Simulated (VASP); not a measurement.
Input of a VASP 6.6.1 run:

The input INCAR:

```
SYSTEM = Sb
ALGO = Normal
EDIFF = 1E-7
EDIFFG = -0.005
ENCUT = 600
GGA = PE
IBRION = 2
ISIF = 3
ISMEAR = 0
IVDW = 12
LASPH = .True.
LCHARG = .False.
LREAL = .False.
LWAVE = .False.
NELM = 80
NSW = 90
PREC = Accurate
SIGMA = 0.03
```

Contents of KPOINTS:

```
k-points
0
Gamma
  9 9 7
  0 0 0
```

File POSCAR:

```
Sb                                      
1.0
    2.1627942591      1.2486898518      3.6719569070
   -2.1627942591      1.2486898518      3.6719569070
   -0.0000000000     -2.4973796940      3.6719569071
  Sb            
     2
Direct
     0.2365969974061598    0.2365969974061598    0.2365969974061538
     0.7634030025938403    0.7634030025938403    0.7634030025938462
```

Potentials or basis: VASP PAW PBE potentials, release 64 (Sb).

Launch:

```bash
$ cat potpaw_PBE.64/Sb/POTCAR > POTCAR
$ mpirun -np 1 vasp_std > vasp.out
```

Problem. Estimate the relaxed cell.

Solution. a = 4.441 Å, b = 4.441 Å, c = 4.441 Å, α = 58.29°, β = 58.29°, γ = 58.29°.

Problem. Estimate the band gap on the k mesh.

Solution. None (metal or under the smearing width).

Final structure:
```xyz
2
Lattice="2.1626 1.2486 3.6720 -2.1626 1.2486 3.6720 0.0000 -2.4971 3.6720" Properties=species:S:1:pos:R:3 pbc="T T T"
Sb    0.0000    0.0000    2.6067
Sb    0.0000    0.0000    8.4093
```

 Spin-orbit coupling is left out, which matters for the levels of Sb.
